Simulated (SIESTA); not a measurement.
# AlAu under changes of volume

One of the cells (16.755 Å³/atom); the others are scaled copies at fixed shape and fractional positions:

```
Au Al
1.0
     3.22394    0.00000    0.00000
     0.00000    3.22394    0.00000
     0.00000    0.00000    3.22394
Au Al
1 1
Direct
  0.50000 0.50000 0.50000
  0.00000 0.00000 0.00000
```

The cell comes from a database or a generator and needn't be the stable form of this composition.

```yaml
Program: SIESTA 5.4.2
Functional: LDA
Potentials_or_basis: PseudoDojo 0.4 standard (LDA files)
Basis: DZP (energy shift 0.003 Ry; two zetas on semicore shells)
Grid_cutoff: 800 Ry
Energy_shift: 0.003 Ry
k_mesh: 8 × 8 × 8
Occupations: fermi-dirac, width 0.05 eV
Spin: no spin polarisation
```

```tsv
volume (Å³/atom)	energy over the lowest point (meV/atom)	pressure (GPa)
15.749	0.00	-1.5
16.084	5.87	-4.0
16.419	16.51	-6.1
16.755	31.32	-7.9
17.090	49.54	-9.3
17.425	70.51	-10.6
17.760	?	?
```

**Question.** What does the run at 17.760 Å³/atom give?

**Answer.** Energy over the lowest point 93.66 meV/atom; pressure -11.6 GPa.

Worked out: A Birch-Murnaghan fit of order 3 (a polynomial in V^(-2/3)) to the other rows has its minimum at 15.57 Å³/atom, just outside them, with B0 = V·E''(V) = 139 GPa and B' = 6.7. It gives 93.86 meV/atom at 17.760 Å³/atom, against the run's 93.66, and -dE/dV = -11.6 GPa, against -11.6.

Energies are extrapolated to zero smearing.

Caveats: short orbitals over semicore shells can move pressures by several GPa; the basis of atomic orbitals isn't converged, which shifts pressures, moduli and gaps.
